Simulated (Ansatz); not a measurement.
# Random fluorite-type (Hf, Zr, Sn, Ti, Ce)O2 solid solution (96 atoms): geometry optimisation, part 2 of 3

Aim: bring random fluorite-type (Hf, Zr, Sn, Ti, Ce)O2 solid solution (96 atoms) to a nearby minimum of the energy and see what moves.

Ansatz 0.2.0; Kohn-Sham DFT, PBE, PAW (set soft_2), plane waves.

The cell: 4 Ti, 64 O, 9 Ce, 5 Hf, 7 Sn and 7 Zr. The host structure and its lattice constant were typed by rule, without a check against the phase diagram. The main run has no spin polarisation. The Brillouin zone is sampled at Γ only, in a cell whose shortest periodic width is 10 Å. The levels lack spin–orbit coupling.

So far. Step 2 (Single point at the start): The r.m.s. force component of 1.3 eV/Å and the pressure of 10 GPa set the starting point.

### 3. Relaxation

With the cell held, the atoms are moved downhill towards a nearby minimum.

input.yaml

```yaml
crystal:
  lattice:
    - [10.282, 0.0, 0.0]
    - [0.0, 10.282, 0.0]
    - [0.0, 0.0, 10.282]
  atoms:
    [... the 96 atom lines of step 2 ...]
kpoints:
  mp_grid: { grid: [1, 1, 1] }
hamiltonian:
  xc: pbe
scf:
  occupations: { method: gaussian, width: 0.05 }
output:
  forces: true
relax:
  f_tol: 0.03
  max_steps: 200
```

On the command line:

```console
$ ansatz run input.yaml --threads 4 --pin off --max-ram 8192MiB --backend cpu --events-out ev --progress --plain --runs-dir out
```

Numbers of over 12 decimals in the logs are rounded to 6 here.

Log:

```text
[...]
Crystal: 96 atoms, lattice volume = 1087.008 Å³
Basis set: ecut = 420 eV, 21247 PW (Γ), exchange–correlation on 144×144×144 points (8 copies of the dense FFT grid, shifted against one another)
Bands: 522, of which v1, the nominal top of the filled ones, is band 426 counted from 1 (425 counted from 0)
Symmetry: 1 space group operations
[...]
k-points: 1
[...]
SCF iter   1: F=—  HF=-255655.916403 eV  |F-HF|=—  |Δ(HF+E_count)|=         —  Δρ=6.79e-3  dr2=5.53e-1  ethr=1.77e-3  ⟨swp⟩=5.0  Hψ=1740  notcnv=0  defer=16
[...]
SCF iter   9: F=-255655.843922 eV  HF=-255655.843921 eV  |F-HF|=9.32e-7  |Δ(HF+E_count)|=   1.51e-5  Δρ=3.11e-5  dr2=1.08e-5  ethr=2.64e-9  ⟨swp⟩=5.0  Hψ=1690  notcnv=0
SCF 1 converged in 9 iterations: F = -255655.843922 eV  dr2 = 1.08e-5
[...]
relax step   1: F+E_penalty+E_count = -255655.84392198 eV  Δ(F+E_penalty+E_count) = +0.000e0 eV  max|allowed force component| = 4.588e0 eV/Å  Δτ_max = 0.0000 Å  (9 SCF iters, dr2 threshold 2.25e-5 eV, accepted)
[...]
relax step   2: F+E_penalty+E_count = -255665.89047895 eV  Δ(F+E_penalty+E_count) = -1.005e1 eV  max|allowed force component| = 8.829e-1 eV/Å  Δτ_max = 0.1968 Å  (9 SCF iters, dr2 threshold 1.00e-4 eV, accepted)
[...]
relax step   3: F+E_penalty+E_count = -255667.57853577 eV  Δ(F+E_penalty+E_count) = -1.688e0 eV  max|allowed force component| = 8.586e-1 eV/Å  Δτ_max = 0.2000 Å  (9 SCF iters, dr2 threshold 4.87e-5 eV, accepted)
relax step   4: F+E_penalty+E_count = -255668.70652915 eV  Δ(F+E_penalty+E_count) = -1.128e0 eV  max|allowed force component| = 2.655e0 eV/Å  Δτ_max = 0.2000 Å  (9 SCF iters, dr2 threshold 4.61e-5 eV, accepted)
relax step   5: F+E_penalty+E_count = -255670.67949443 eV  Δ(F+E_penalty+E_count) = -1.973e0 eV  max|allowed force component| = 2.119e0 eV/Å  Δτ_max = 0.1957 Å  (9 SCF iters, dr2 threshold 1.00e-4 eV, accepted)
relax step   6: F+E_penalty+E_count = -255673.28040062 eV  Δ(F+E_penalty+E_count) = -2.601e0 eV  max|allowed force component| = 8.061e-1 eV/Å  Δτ_max = 0.2000 Å  (9 SCF iters, dr2 threshold 1.00e-4 eV, accepted)
relax step   7: F+E_penalty+E_count = -255673.98512524 eV  Δ(F+E_penalty+E_count) = -7.047e-1 eV  max|allowed force component| = 3.053e-1 eV/Å  Δτ_max = 0.2000 Å  (8 SCF iters, dr2 threshold 9.41e-5 eV, accepted)
relax step   8: F+E_penalty+E_count = -255674.20528283 eV  Δ(F+E_penalty+E_count) = -2.202e-1 eV  max|allowed force component| = 2.731e-1 eV/Å  Δτ_max = 0.2000 Å  (10 SCF iters, dr2 threshold 1.34e-5 eV, accepted)
relax step   9: F+E_penalty+E_count = -255674.24012581 eV  Δ(F+E_penalty+E_count) = -3.484e-2 eV  max|allowed force component| = 2.520e-1 eV/Å  Δτ_max = 0.0582 Å  (8 SCF iters, dr2 threshold 1.07e-5 eV, accepted)
relax step  10: F+E_penalty+E_count = -255674.33063974 eV  Δ(F+E_penalty+E_count) = -9.051e-2 eV  max|allowed force component| = 2.817e-1 eV/Å  Δτ_max = 0.2000 Å  (8 SCF iters, dr2 threshold 5.08e-5 eV, accepted)
relax step  11: F+E_penalty+E_count = -255674.35277296 eV  Δ(F+E_penalty+E_count) = -2.213e-2 eV  max|allowed force component| = 1.759e-1 eV/Å  Δτ_max = 0.0486 Å  (7 SCF iters, dr2 threshold 6.75e-5 eV, accepted)
relax step  12: F+E_penalty+E_count = -255674.33849922 eV  Δ(F+E_penalty+E_count) = +1.427e-2 eV  max|allowed force component| = 5.858e-1 eV/Å  Δτ_max = 0.1908 Å  (9 SCF iters, dr2 threshold 1.21e-5 eV, rejected (line search))
relax step  13: F+E_penalty+E_count = -255674.38714294 eV  Δ(F+E_penalty+E_count) = -3.437e-2 eV  max|allowed force component| = 7.621e-2 eV/Å  Δτ_max = 0.0927 Å  (13 SCF iters, accepted)
relax step  14: F+E_penalty+E_count = -255674.40280821 eV  Δ(F+E_penalty+E_count) = -1.567e-2 eV  max|allowed force component| = 1.382e-1 eV/Å  Δτ_max = 0.1000 Å  (10 SCF iters, dr2 threshold 1.09e-6 eV, accepted)
relax step  15: F+E_penalty+E_count = -255674.40830818 eV  Δ(F+E_penalty+E_count) = -5.500e-3 eV  max|allowed force component| = 1.040e-1 eV/Å  Δτ_max = 0.0616 Å  (9 SCF iters, dr2 threshold 3.59e-6 eV, accepted)
relax step  16: F+E_penalty+E_count = -255674.41277328 eV  Δ(F+E_penalty+E_count) = -4.465e-3 eV  max|allowed force component| = 5.932e-2 eV/Å  Δτ_max = 0.0115 Å  (6 SCF iters, dr2 threshold 6.13e-6 eV, accepted)
relax step  17: F+E_penalty+E_count = -255674.40581352 eV  Δ(F+E_penalty+E_count) = +6.960e-3 eV  max|allowed force component| = 3.165e-1 eV/Å  Δτ_max = 0.1192 Å  (10 SCF iters, dr2 threshold 1.14e-6 eV, rejected (line search))
relax step  18: F+E_penalty+E_count = -255674.42187948 eV  Δ(F+E_penalty+E_count) = -9.106e-3 eV  max|allowed force component| = 1.078e-1 eV/Å  Δτ_max = 0.0578 Å  (12 SCF iters, accepted)
relax step  19: F+E_penalty+E_count = -255674.42144318 eV  Δ(F+E_penalty+E_count) = +4.363e-4 eV  max|allowed force component| = 9.911e-2 eV/Å  Δτ_max = 0.0976 Å  (9 SCF iters, dr2 threshold 3.78e-6 eV, rejected (line search))
relax step  20: F+E_penalty+E_count = -255674.42708163 eV  Δ(F+E_penalty+E_count) = -5.202e-3 eV  max|allowed force component| = 2.989e-2 eV/Å  Δτ_max = 0.0488 Å  (11 SCF iters, accepted)
relax step  21: F+E_penalty+E_count = -255674.42728162 eV  Δ(F+E_penalty+E_count) = -2.000e-4 eV  max|allowed force component| = 4.245e-2 eV/Å  Δτ_max = 0.0468 Å  (11 SCF iters, accepted)
[...]
relax step  22: F+E_penalty+E_count = -255674.42828459 eV  Δ(F+E_penalty+E_count) = -1.003e-3 eV  max|allowed force component| = 2.524e-2 eV/Å  Δτ_max = 0.0185 Å  (9 SCF iters, accepted)
SCF converged after 9 iterations
Free energy (F): -255674.428285 eV
[...]
Internal energy: -255674.428285 eV  (E = F + TS)
E sigma→0 (E₀):  -255674.428285 eV
Fermi energy:    12.972526 eV
[...]
--- Forces (eV/Å), atoms counted from 1 ---
  atom   1  Ti     0.00187044    -0.00174040    -0.00092456
  atom   2  O      0.00366528     0.00117652    -0.00001729
  atom   3  O      0.00298595     0.00286134    -0.00329132
  atom   4  Ce    -0.00276566    -0.00036184     0.00142338
  atom   5  O      0.00068517     0.00465690    -0.00261454
  atom   6  O     -0.00006265     0.00348651    -0.00398038
  atom   7  Hf     0.00451144    -0.00808647    -0.00237665
  atom   8  O      0.00697296     0.00624786     0.00361022
  atom   9  O      0.00123517     0.00575350    -0.00002667
  atom  10  Ti    -0.00653533    -0.00737115     0.01199058
  atom  11  O     -0.00482186     0.00777459    -0.00323098
  atom  12  O     -0.00125283     0.00564618    -0.00013673
  atom  13  Sn    -0.00487738    -0.00072859    -0.00016940
  atom  14  O      0.00113606    -0.00063725    -0.00044946
[...]
atom  95  O      0.00062106    -0.00148584    -0.00178471
  atom  96  O      0.00030978    -0.00410843    -0.00161828
  max |Σ_I F_I| component: 1.36e-4 eV/Å
--- Relaxed structure (22 steps of the walk, 19 accepted, 0 SCFs on fresh bases) ---
  F+E_penalty+E_count = -255674.42828459 eV   max|allowed force component| = 2.524e-2 eV/Å
  atoms:
    - { symbol: Ti, position: [-0.017166, 0.994878, 1.007942] }
    - { symbol: O, position: [0.086556, 0.068554, 0.134639] }
    - { symbol: O, position: [0.361695, 0.348252, 0.397306] }
    - { symbol: Ce, position: [0.997964, 0.244164, 0.234556] }
[...]
- { symbol: O, position: [0.633966, 0.634900, 0.886133] }
```

It took 6.6 min on 4 threads of Arm Neoverse V2, shared host; peak memory 2 GiB.

Step by step:

| step | energy less that of the first step (eV) | largest force component (eV/Å) |
| --- | --- | --- |
| 1 | 0.0000 | 4.5882 |
| 2 | -10.0466 | 0.8829 |
| 3 | -11.7346 | 0.8586 |
| 4 | -12.8626 | 2.6545 |
| 5 | -14.8356 | 2.1187 |
| 6 | -17.4365 | 0.8061 |
| 7 | -18.1412 | 0.3053 |
| 8 | -18.3614 | 0.2731 |
| 9 | -18.3962 | 0.2520 |
| 10 | -18.4867 | 0.2817 |
| 11 | -18.5089 | 0.1759 |
| 12 | -18.4946 | 0.5858 |
| 13 | -18.5432 | 0.0762 |
| 14 | -18.5589 | 0.1382 |
| 15 | -18.5644 | 0.1040 |
| 16 | -18.5689 | 0.0593 |
| 17 | -18.5619 | 0.3165 |
| 18 | -18.5780 | 0.1078 |
| 19 | -18.5775 | 0.0991 |
| 20 | -18.5832 | 0.0299 |
| 21 | -18.5834 | 0.0425 |
| 22 | -18.5844 | 0.0252 |

Relaxation steps 12, 17, 19 were tried and not accepted.

The atoms that moved most (Å):

| atom | dx | dy | dz | length |
| --- | --- | --- | --- | --- |
| O23 | 0.453 | 0.386 | 0.628 | 0.865 |
| O17 | -0.424 | 0.423 | -0.578 | 0.832 |
| O21 | 0.666 | 0.298 | -0.370 | 0.818 |
| O26 | -0.442 | -0.509 | 0.215 | 0.707 |
| O71 | 0.594 | -0.200 | -0.264 | 0.680 |
| O6 | -0.536 | -0.151 | -0.353 | 0.660 |
| O24 | 0.332 | 0.560 | -0.012 | 0.651 |
| O33 | 0.366 | -0.427 | 0.315 | 0.645 |

The relaxation changed the energy by -194 meV/atom, and atoms moved by 0.38 Å r.m.s., 0.86 Å at most.

### 4. Local order after relaxation

Bonds before and after, by the cutoffs listed below:

| pair | bonds before | bonds after | mean before (Å) | mean after (Å) | spread before (Å) | spread after (Å) |
| --- | --- | --- | --- | --- | --- | --- |
| O-Ce | 72 | 72 | 2.228 | 2.312 | 0.073 | 0.099 |
| O-Sn | 56 | 45 | 2.226 | 2.120 | 0.066 | 0.114 |
| O-Zr | 56 | 54 | 2.231 | 2.194 | 0.067 | 0.135 |
| O-Hf | 40 | 38 | 2.236 | 2.177 | 0.065 | 0.119 |
| O-Ti | 32 | 24 | 2.222 | 2.011 | 0.064 | 0.186 |

Density 7.39 g/cm³, 11.32 Å³ an atom.

Pair distribution functions g(r), in bins of 0.2 Å:

| r (Å) | total | O-O | O-Ce | O-Sn | O-Zr | O-Hf | O-Ti |
| --- | --- | --- | --- | --- | --- | --- | --- |
| 1.80 | 0.24 | 0.00 | 0.00 | 0.00 | 0.00 | 0.00 | 4.41 |
| 2.00 | 1.34 | 0.00 | 0.00 | 6.04 | 3.00 | 4.14 | 3.19 |
| 2.20 | 2.04 | 0.00 | 5.60 | 3.02 | 5.90 | 5.15 | 2.06 |
| 2.40 | 1.19 | 0.59 | 4.22 | 0.69 | 1.91 | 1.66 | 0.59 |
| 2.60 | 1.82 | 3.92 | 0.35 | 0.41 | 0.00 | 0.00 | 0.00 |
| 2.80 | 0.81 | 1.50 | 0.00 | 0.61 | 0.25 | 0.17 | 0.85 |
| 3.00 | 0.43 | 0.80 | 0.00 | 0.33 | 0.10 | 0.15 | 0.38 |
| 3.20 | 0.47 | 1.01 | 0.00 | 0.00 | 0.00 | 0.00 | 0.35 |
| 3.40 | 0.62 | 0.83 | 0.06 | 0.08 | 0.09 | 0.12 | 0.00 |
| 3.60 | 1.29 | 1.13 | 0.06 | 0.14 | 0.22 | 0.11 | 0.14 |
| 3.80 | 1.06 | 0.86 | 0.79 | 0.87 | 0.60 | 0.28 | 0.70 |
| 4.00 | 1.27 | 1.15 | 1.41 | 1.33 | 1.56 | 2.10 | 1.99 |
| 4.20 | 1.54 | 0.99 | 2.21 | 2.73 | 2.42 | 2.67 | 2.50 |
| 4.40 | 1.47 | 0.81 | 2.60 | 2.41 | 2.59 | 2.24 | 2.54 |
| 4.60 | 0.88 | 0.86 | 1.43 | 1.06 | 0.92 | 1.29 | 0.72 |
| 4.80 | 0.38 | 0.45 | 0.33 | 0.34 | 0.55 | 0.18 | 0.44 |
| 5.00 | 0.58 | 0.82 | 0.24 | 0.23 | 0.27 | 0.27 | 0.13 |
| 5.20 | 0.97 | 1.25 | 0.47 | 0.65 | 0.74 | 0.59 | 0.32 |
| 5.40 | 0.99 | 1.08 | 1.11 | 0.99 | 0.83 | 1.20 | 1.04 |
| 5.60 | 1.15 | 0.93 | 1.50 | 1.60 | 1.63 | 1.54 | 2.15 |
| 5.80 | 1.04 | 1.20 | 1.37 | 1.07 | 0.95 | 1.05 | 1.21 |
| 6.00 | 0.89 | 1.38 | 0.36 | 0.51 | 0.70 | 0.23 | 0.19 |
| 6.20 | 1.25 | 1.56 | 0.49 | 0.55 | 0.35 | 0.42 | 0.39 |
| 6.40 | 1.33 | 1.17 | 1.02 | 0.73 | 1.03 | 0.96 | 1.23 |
| 6.60 | 1.07 | 0.78 | 1.40 | 1.68 | 1.37 | 1.67 | 1.16 |
| 6.80 | 0.74 | 0.46 | 1.23 | 1.15 | 1.17 | 1.06 | 1.29 |
| 7.00 | 0.69 | 0.55 | 0.82 | 0.87 | 0.97 | 1.05 | 0.86 |
| 7.20 | 0.86 | 0.77 | 0.79 | 0.93 | 0.78 | 0.76 | 0.98 |

Bonds by pair of elements; cutoffs follow the first minimum of g(r), held within bounds set by covalent radii, and pairs that aren't listed don't count as bonded (cutoffs were set anew for this text, so counts can differ from the run's own analysis):

| pair A-B | cutoff (Å) | bonds | mean length (Å) | spread (Å) | shortest (Å) | B about A | A about B |
| --- | --- | --- | --- | --- | --- | --- | --- |
| O-Ce | 2.88 | 72 | 2.31 | 0.099 | 2.12 | 1.12 | 8 |
| O-Sn | 2.52 | 45 | 2.12 | 0.114 | 1.97 | 0.703 | 6.43 |
| O-Zr | 2.82 | 54 | 2.19 | 0.135 | 1.99 | 0.844 | 7.71 |
| O-Hf | 2.68 | 38 | 2.18 | 0.119 | 2.03 | 0.594 | 7.6 |
| O-Ti | 2.64 | 24 | 2.01 | 0.186 | 1.85 | 0.375 | 6 |

How many atoms have how many bonded neighbours:

| element | mean | 3 | 4 | 6 | 7 | 8 |
| --- | --- | --- | --- | --- | --- | --- |
| Ce | 8 | 0 | 0 | 0 | 0 | 9 |
| Hf | 7.6 | 0 | 0 | 0 | 2 | 3 |
| O | 3.64 | 23 | 41 | 0 | 0 | 0 |
| Sn | 6.43 | 0 | 0 | 4 | 3 | 0 |
| Ti | 6 | 0 | 0 | 4 | 0 | 0 |
| Zr | 7.71 | 0 | 0 | 0 | 2 | 5 |

Bond angles (no mean is given where the spread exceeds 20°):

| angle | count | mean (°) | spread (°) |
| --- | --- | --- | --- |
| O-Ce-O | 252 | - | - |
| O-Zr-O | 182 | - | - |
| O-Hf-O | 126 | - | - |
| O-Sn-O | 123 | - | - |
| O-Ti-O | 60 | - | - |

Bond length by coordination (bonds to H left out):

| element | coordination | atoms | mean bond length (Å) |
| --- | --- | --- | --- |
| Hf | 7 | 2 | 2.14 |
| Hf | 8 | 3 | 2.20 |
| O | 3 | 23 | 2.10 |
| O | 4 | 41 | 2.23 |
| Sn | 6 | 4 | 2.1 |
| Sn | 7 | 3 | 2.14 |
| Zr | 7 | 2 | 2.15 |
| Zr | 8 | 5 | 2.21 |

Counting bonds as in the table, all Ce atoms have 8, 60 % of Hf atoms have 8, 64 % of O atoms have 4 and 57 % of Sn atoms have 6 bonded neighbours.

[end of part 2 of 3]

[Logs are printed without paths, hosts, clocks, repeated set-up lines and the standing remarks that a program may print on its own settings, such as how far it seeks lower states.]

[Hosts, paths, dates, database ids (printed as entryN), source tags and the programs' standing remarks are cut or masked in the printed files.]
